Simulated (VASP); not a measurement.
# CoSi (P2_13) in VASP: a series of runs, part 3 of 3

VASP 6.6.1. The steps go on from the part before.

### Step 6. Phonons, LDA, collinear spin, ferromagnetic start

POSCAR

```
CoSi
1.0
    4.4380000000      0.0000000000      0.0000000000
    0.0000000000      4.4380000000      0.0000000000
    0.0000000000      0.0000000000      4.4380000000
Co Si
4 4
Direct
    0.8600000000      0.6400000000      0.3600000000
    0.6400000000      0.3600000000      0.8600000000
    0.3600000000      0.8600000000      0.6400000000
    0.1400000000      0.1400000000      0.1400000000
    0.1570000000      0.3430000000      0.6570000000
    0.3430000000      0.6570000000      0.1570000000
    0.6570000000      0.1570000000      0.3430000000
    0.8430000000      0.8430000000      0.8430000000
```

INCAR.step1

```
ALGO     = Normal         # electronic algorithm
EDIFF    = 1E-8           # SCF threshold, eV
EDIFFG   = -0.002         # ionic threshold
ENCUT    = 600            # plane-wave cutoff, eV
IBRION   = 2              # ionic algorithm
ISIF     = 3              # what is computed and relaxed
ISMEAR   = 0              # smearing method
ISPIN    = 2              # spin polarisation
LASPH    = T              # aspherical terms in the spheres
LCHARG   = F              # write CHGCAR
LMAXMIX  = 4              # l up to which the mixer works
LORBIT   = 11             # projections on sites
LREAL    = F              # projectors in reciprocal space
LWAVE    = F              # write WAVECAR
MAGMOM   = 2 2 2 2 0 0 0 0 # initial moments
NELM     = 150            # most SCF steps
NSW      = 40             # ionic steps
PREC     = Accurate       # precision mode
SIGMA    = 0.02           # smearing width, eV
```

INCAR.step2

```
ALGO     = Normal         # electronic algorithm
EDIFF    = 1E-8           # SCF threshold, eV
ENCUT    = 600            # plane-wave cutoff, eV
IBRION   = 6              # ionic algorithm
ISIF     = 2              # what is computed and relaxed
ISMEAR   = 0              # smearing method
ISPIN    = 2              # spin polarisation
LASPH    = T              # aspherical terms in the spheres
LCHARG   = F              # write CHGCAR
LMAXMIX  = 4              # l up to which the mixer works
LORBIT   = 11             # projections on sites
LREAL    = F              # projectors in reciprocal space
LWAVE    = F              # write WAVECAR
MAGMOM   = 2 2 2 2 0 0 0 0 # initial moments
NELM     = 150            # most SCF steps
NFREE    = 2            
NSW      = 1              # ionic steps
POTIM    = 0.015          # step
PREC     = Accurate       # precision mode
SIGMA    = 0.02           # smearing width, eV
```

KPOINTS

```
k-points
0
Gamma
  4 4 4
```

Potentials or basis: VASP PAW LDA potentials, release 64 (Co, Si).

Started as:

```bash
$ cat potpaw_LDA.64/Co/POTCAR potpaw_LDA.64/Si/POTCAR > POTCAR
$ cp INCAR.step1 INCAR
$ mpirun -np 1 vasp_std > vasp.out
$ cp CONTCAR POSCAR
$ cp INCAR.step2 INCAR
$ mpirun -np 1 vasp_std > vasp.out
```

OUTCAR:

```text
EDIFF = 1E-8
   ENCUT = 600
   IBRION = 6
   ISIF = 2
   ISMEAR = 0
   ISPIN = 2
   LASPH = T
   LORBIT = 11
   LREAL = F
   NELM = 150
   NFREE = 2
   NSW = 1
   POTIM = 0.015
   PREC = Accurate

 ion  position               nearest neighbor table
   1  0.854  0.646  0.354-   5 2.28   6 2.30   7 2.30   8 2.30   7 2.38   8 2.38   6 2.38   2 2.68
                             2 2.68   3 2.68   4 2.68   3 2.68   4 2.68
   2  0.646  0.354  0.854-   6 2.28   5 2.30   7 2.30   8 2.30   5 2.38   7 2.38   8 2.38   1 2.68
                             1 2.68   3 2.68   3 2.68   4 2.68   4 2.68
   3  0.354  0.854  0.646-   7 2.28   6 2.30   5 2.30   8 2.30   6 2.38   5 2.38   8 2.38   1 2.68
                             4 2.68   2 2.68   2 2.68   1 2.68   4 2.68
   4  0.146  0.146  0.146-   8 2.28   6 2.30   7 2.30   5 2.30   6 2.38   5 2.38   7 2.38   2 2.68
                             3 2.68   1 2.68   3 2.68   1 2.68   2 2.68
   5  0.157  0.343  0.657-   1 2.28   2 2.30   3 2.30   4 2.30   3 2.38   4 2.38   2 2.38   8 2.69
                             6 2.69   6 2.69   8 2.69   7 2.69   7 2.69
   6  0.343  0.657  0.157-   2 2.28   1 2.30   3 2.30   4 2.30   1 2.38   3 2.38   4 2.38   8 2.69
                             5 2.69   5 2.69   7 2.69   7 2.69   8 2.69
   7  0.657  0.157  0.343-   3 2.28   2 2.30   1 2.30   4 2.30   2 2.38   1 2.38   4 2.38   8 2.69
                             8 2.69   5 2.69   6 2.69   6 2.69   5 2.69
   8  0.843  0.843  0.843-   4 2.28   2 2.30   3 2.30   1 2.30   2 2.38   1 2.38   3 2.38   5 2.69
                             6 2.69   7 2.69   7 2.69   5 2.69   6 2.69

  LATTYP: Found a simple cubic cell.
 ALAT       =     4.3523802553

  Lattice vectors:

 A1 = (   4.3523802553,   0.0000000000,   0.0000000000)
 A2 = (   0.0000000000,   4.3523802553,   0.0000000000)
 A3 = (   0.0000000000,   0.0000000000,   4.3523802553)

Analysis of symmetry for initial positions (statically):
=====================================================================
 Subroutine PRICEL returns:
 Original cell was already a primitive cell.

 Routine SETGRP: Setting up the symmetry group for a
[... 2258 lines left out ...]
  x     2.86411     0.58703     0.41209    -1.81167    -1.77379    -3.04097
  y    -0.41209    -2.86411    -0.58703    -3.04097     1.81167    -1.77379
  z     0.58703     0.41209     2.86411    -1.77379     3.04097     1.81167

 INTERNAL STRAIN TENSOR FOR ION    8 for displacements in x,y,z  (eV/Angst):
          X           Y           Z          XY          YZ          ZX
  --------------------------------------------------------------------------------
  x    -2.09962    -0.64048     0.50877     0.73713     1.77028    -0.42595
  y     0.50877    -2.09962    -0.64048    -0.42595     0.73713     1.77028
  z    -0.64048     0.50877    -2.09962     1.77028    -0.42595     0.73713

 Eigenvectors and eigenvalues of the dynamical matrix
 ----------------------------------------------------

   1 f  =   13.385582 THz    84.104095 2PiTHz  446.494968 cm-1    55.358296 meV
             X         Y         Z           dx          dy          dz
      3.717699  2.810872  1.541509     0.006273   -0.015974   -0.173777
      2.810872  1.541509  3.717699    -0.031701   -0.165875    0.019370
      1.541509  3.717699  2.810872    -0.169316    0.024125   -0.015492
      0.634682  0.634682  0.634682    -0.131341   -0.125776   -0.138915
      0.682942  1.493248  2.859132     0.086080   -0.248912    0.182886
      1.493248  2.859132  0.682942    -0.209197    0.142419    0.040743
      2.859132  0.682942  1.493248     0.150057    0.062881   -0.230331
      3.669438  3.669438  3.669438     0.445334    0.454211    0.453961
[... 243 lines left out ...]
  24 f/i=    0.002338 THz     0.014690 2PiTHz    0.077988 cm-1     0.009669 meV
             X         Y         Z           dx          dy          dz
      3.717699  2.810872  1.541509    -0.011717    0.023386    0.410604
      2.810872  1.541509  3.717699    -0.011960    0.023448    0.410619
      1.541509  3.717699  2.810872    -0.011957    0.023379    0.410605
      0.634682  0.634682  0.634682    -0.011714    0.023441    0.410618
      0.682942  1.493248  2.859132    -0.008159    0.016181    0.283516
      1.493248  2.859132  0.682942    -0.008185    0.016153    0.283517
      2.859132  0.682942  1.493248    -0.008187    0.016180    0.283516
      3.669438  3.669438  3.669438    -0.008161    0.016152    0.283518

 ELASTIC MODULI CONTR FROM IONIC RELAXATION (kBar)
 Direction    XX          YY          ZZ          XY          YZ          ZX
 --------------------------------------------------------------------------------
 XX         -88.5563    -35.3773    -35.3773     -0.0000      0.0000      0.0000
 YY         -35.3773    -88.5563    -35.3773     -0.0000      0.0000     -0.0000
 ZZ         -35.3773    -35.3773    -88.5563      0.0000      0.0000      0.0000
 XY          -0.0000     -0.0000      0.0000   -106.5004      0.0000     -0.0000
 YZ          -0.0000     -0.0000      0.0000      0.0000   -106.5004     -0.0000
 ZX           0.0000     -0.0000      0.0000     -0.0000     -0.0000   -106.5004
 --------------------------------------------------------------------------------

 total charge

# of ion       s       p       d       tot
------------------------------------------
    1        0.463   0.673   7.642   8.778
    2        0.463   0.673   7.642   8.778
    3        0.463   0.673   7.642   8.778
    4        0.463   0.673   7.642   8.778
    5        0.731   0.926   0.000   1.657
    6        0.731   0.926   0.000   1.657
    7        0.731   0.926   0.000   1.657
    8        0.731   0.926   0.000   1.657
--------------------------------------------------
tot          4.778   6.393  30.570  41.741

 magnetization (x)

# of ion       s       p       d       tot
------------------------------------------
    1       -0.000  -0.000  -0.000  -0.000
    2       -0.000  -0.000  -0.000  -0.000
    3       -0.000  -0.000  -0.000  -0.000
    4       -0.000  -0.000  -0.000  -0.000
    5       -0.000   0.000   0.000   0.000
    6       -0.000   0.000   0.000   0.000
    7       -0.000   0.000   0.000   0.000
    8       -0.000   0.000   0.000   0.000
--------------------------------------------------
tot         -0.000   0.000  -0.000  -0.000
```

It took 20 min on 1 thread of Intel Xeon Platinum 8488C (Sapphire Rapids), shared host; peak memory 0.4 GiB.

Results:

| Item | Value |
| --- | --- |
| Relaxed volume | 10.31 Å³/atom |
| Relaxed cell | a = 4.352 Å, b = 4.352 Å, c = 4.352 Å, α = 90.00°, β = 90.00°, γ = 90.00° |
| Space group after relaxing (to 0.05 Å) | P2_13 (No. 198) |
| Net moment | 0.00 μB per cell |
| Valence electrons inside the program's atomic spheres | Co 8.78; Si 1.66 |
| Highest phonon frequency at Γ, LO-TO splitting left out | 446 cm⁻¹ |

The path:
```
step  energy change (eV)  largest force (eV/Å)  pressure (GPa)  volume (Å³)
   1              0.0000                0.1654          -12.44        87.41
   2              0.1530                0.5957           21.41        77.11
   3             -0.1937                0.3446           -0.06        82.79
   4             -0.1937                0.3483            0.21        82.70
   5             -0.2108                0.2217            0.21        82.57
   6             -0.2218                0.0634            0.38        82.34
   7             -0.2218                0.0624            0.36        82.35
   8             -0.2219                0.0077           -0.71        82.67
   9             -0.2222                0.0308           -0.22        82.53
  10             -0.2224                0.0053            0.03        82.43
  11             -0.2224                0.0008            0.00        82.45
```

Final structure:
```yaml
crystal:
  lattice:
    - [4.35238, 0.00000, 0.00000]
    - [0.00000, 4.35238, 0.00000]
    - [0.00000, 0.00000, 4.35238]
  atoms:
    - { symbol: Co, position: [0.85418, 0.64582, 0.35418] }
    - { symbol: Co, position: [0.64582, 0.35418, 0.85418] }
    - { symbol: Co, position: [0.35418, 0.85418, 0.64582] }
    - { symbol: Co, position: [0.14582, 0.14582, 0.14582] }
    - { symbol: Si, position: [0.15691, 0.34309, 0.65691] }
    - { symbol: Si, position: [0.34309, 0.65691, 0.15691] }
    - { symbol: Si, position: [0.65691, 0.15691, 0.34309] }
    - { symbol: Si, position: [0.84309, 0.84309, 0.84309] }
```

Phonon frequencies in cm⁻¹ (negative: imaginary):
```csv
q point,frequencies
"(0.000, 0.000, 0.000)",0 0 0 206 213 213 231 231 231 257 257 257 329 329 329 333 333 373 373 373 378 446 446 446
```

Caveat: the starting moments collapsed, and a magnetic state may lie lower.
